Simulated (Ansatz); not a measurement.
**H in Mg$_{2}$Si**

Method: Ansatz, DFT PBE, scalar-relativistic, plane waves, PAW.

Settings: cutoff 420 eV, Γ-centred mesh 8×8×8 on the computed 3-atom cell, Gaussian smearing of 0.01 eV; no spin polarisation for the host; each changed cell takes a mesh and smearing chosen by its own gap and starts from the host's moments or customary ones, or runs without spin. Cells and atoms are relaxed to the nearest stationary point that keeps the symmetry of their start (forces under 0.02 to 0.04 eV/Å, stress under 0.1 to 0.2 GPa); energies are at zero smearing, without zero-point or thermal terms.

Relaxed host (gap on the mesh 0.22 eV):

```
CELL_PARAMETERS angstrom
0.00000 3.18237 3.18237
3.18237 0.00000 3.18237
3.18237 3.18237 0.00000
ATOMIC_POSITIONS crystal
Mg 0.25000 0.25000 0.25000
Mg 0.75000 0.75000 0.75000
Si 0.00000 0.00000 0.00000
```

Cases: (1) 1 H in a 2×2×1 repeat of the cell, at (0.250 0.250 0.500) in fractions of that repeat, 2.76 Å from the nearest atom of the relaxed host.

The table gives the energy per H taken from half an H2 molecule (negative: uptake is favourable), the swelling and the final surroundings.

```csv
case,formula,energy per H (eV),ΔV (%),principal strains (%),nearest host atoms of the first H,gap (eV)
1,Mg8Si4H,1.34,-0.4,0.0 -0.2 -0.2,8 (Mg) from 2.68 Å,0
```

Each ion keeps what symmetry its start has, so a lower place off a symmetric site can be missed, above all for H.

Relaxed structure of case 1:

```
Mg Si H
1.0
     0.00074    6.35379    6.36184
     6.35379    0.00074    6.36184
     3.17726    3.17726    0.00000
Mg Si H
8 4 1
Direct
  0.12969 0.12969 0.24062
  0.13002 0.61488 0.25510
  0.61488 0.13002 0.25510
  0.62490 0.62490 0.25021
  0.37031 0.37031 0.75938
  0.36998 0.88512 0.74490
  0.88512 0.36998 0.74490
  0.87510 0.87510 0.74979
  0.50475 0.99525 0.00000
  0.50349 0.50349 0.99302
  0.99651 0.99651 0.00698
  0.99525 0.50475 0.00000
  0.25000 0.25000 0.50000
```

Cost: 2 runs of about 3.5 core-minutes in all, on Intel Xeon 6975P-C (Granite Rapids) (shared hosts).